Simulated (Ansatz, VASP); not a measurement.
One calculation of Ru, two programs

INCAR

```
SYSTEM = Ru
  ALGO = Normal
  EDIFF = 1E-7
  ENCUT = 520
  GGA = PE
  ISIF = 2
  ISMEAR = 0
  IVDW = 12
  LASPH = .TRUE.
  LCHARG = .FALSE.
  LREAL = .FALSE.
  LWAVE = .FALSE.
  NBANDS = 21
  NELM = 60
  PREC = Accurate
  SIGMA = 0.1
```

The input KPOINTS:

```
k-points
0
G
  9 9 4
  0 0 0
```

POSCAR

```
Ru
1.0
    2.7058000000      0.0000000000      0.0000000000
   -1.3529000000      2.3432915376      0.0000000000
    0.0000000000      0.0000000000      4.2819000000
Ru
2
Direct
    0.3333333333      0.6666666667      0.2500000000
    0.6666666667      0.3333333333      0.7500000000
```

Input for Ansatz:

```yaml
crystal:
  lattice:
    - [2.7058, 0.0, 0.0]
    - [-1.3529, 2.3432915376, 0.0]
    - [0.0, 0.0, 4.2819]
  atoms:
    - { symbol: Ru, position: [0.3333333333, 0.6666666667, 0.25] }
    - { symbol: Ru, position: [0.6666666667, 0.3333333333, 0.75] }
basis:
  ecutwfc: 420
kpoints:
  mp_grid: { grid: [9, 9, 4] }
hamiltonian:
  xc: pbe
  dispersion: d3bj
scf:
  occupations: { method: gaussian, width: 0.1 }
output:
  forces: true
  stress: true
  eigenvalues: true
```

Alike in both runs: task single point; functional PBE; dispersion D3(BJ); k mesh 9 × 9 × 4; occupations gaussian, width 0.1 eV; no spin polarisation.

|  | VASP | Ansatz |
| --- | --- | --- |
| version | VASP 6.6.1 | Ansatz 0.2.0 |
| potentials or method | VASP PAW PBE potentials, release 64 (Ru_pv) | scalar-relativistic, plane waves, PAW |
| plane-wave cutoff (eV) | 520 | 420 |
| valence electrons in the cell | 28 | 32 |

|  | VASP | Ansatz | Ansatz less VASP |
| --- | --- | --- | --- |
| gap on the k mesh at the Fermi level (eV) | none | none | - |
| pressure (GPa) | -3.1 | -3.0 | +0.08 |
| largest component of the traceless stress (GPa) | 1.67 | 1.69 | +0.025 |

A gap of «none» marks a metal or a gap that the smearing closes. The two sets of potentials don't hold the same shells in valence.

Caveats: the k mesh is coarse (spacing up to 0.37 Å⁻¹), so the values aren't converged; pairwise dispersion overbinds metals, which lowers pressure and volume.
